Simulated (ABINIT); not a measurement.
Here is an ABINIT 10.8.3 (patched build) calculation.

run.abi

```
# Datasets: ground state, then fixed potential
ndtset 2

# Pseudopotentials
pp_dirpath "./"
pseudos "Al_ONCV_PBE-1.2.upf"

# Structure
acell 3*1.0
rprim
     0.0000000000     3.8263269058     3.8263269058
     3.8263269058     0.0000000000     3.8263269058
     3.8263269058     3.8263269058     0.0000000000
ntypat 1
znucl 13
natom 1
typat 1
xred
     0.0000000000     0.0000000000     0.0000000000

# Plane-wave basis
ecut 30.0

# Exchange and correlation
ixc 11

# Bands and occupations
occopt 3
tsmear 0.05 eV

# SCF cycle
nstep 100

# Output
iomode 3
prtwf 0
prteig 0
prtebands 0
enunit 1
prtden1 1

# Dataset 1
kptopt1 1
ngkpt1 11 11 11
nshiftk1 1
shiftk1 0.0 0.0 0.0
nband1 10
tolvrs1 1.0e-10

# Dataset 2: bands along G-X-W-K-G-L-U-W-L-K
iscf2 -2
getden2 1
nband2 14
nbdbuf2 2
tolwfr2 1.0e-12
kptopt2 -9
ndivsm2 8
prteig2 1
prtvol2 -3
kptbounds2
     0.0000000000     0.0000000000     0.0000000000
     0.5000000000     0.0000000000     0.5000000000
     0.5000000000     0.2500000000     0.7500000000
     0.3750000000     0.3750000000     0.7500000000
     0.0000000000     0.0000000000     0.0000000000
     0.5000000000     0.5000000000     0.5000000000
     0.6250000000     0.2500000000     0.6250000000
     0.5000000000     0.2500000000     0.7500000000
     0.5000000000     0.5000000000     0.5000000000
     0.3750000000     0.3750000000     0.7500000000
```

Potentials or basis: SG15 NC PBE v1.2.

Command:

```console
$ abinit run.abi > log 2>&1
```

(1) Estimate the band gap on the k mesh.

Answers

(1) none (metal or under the smearing width).
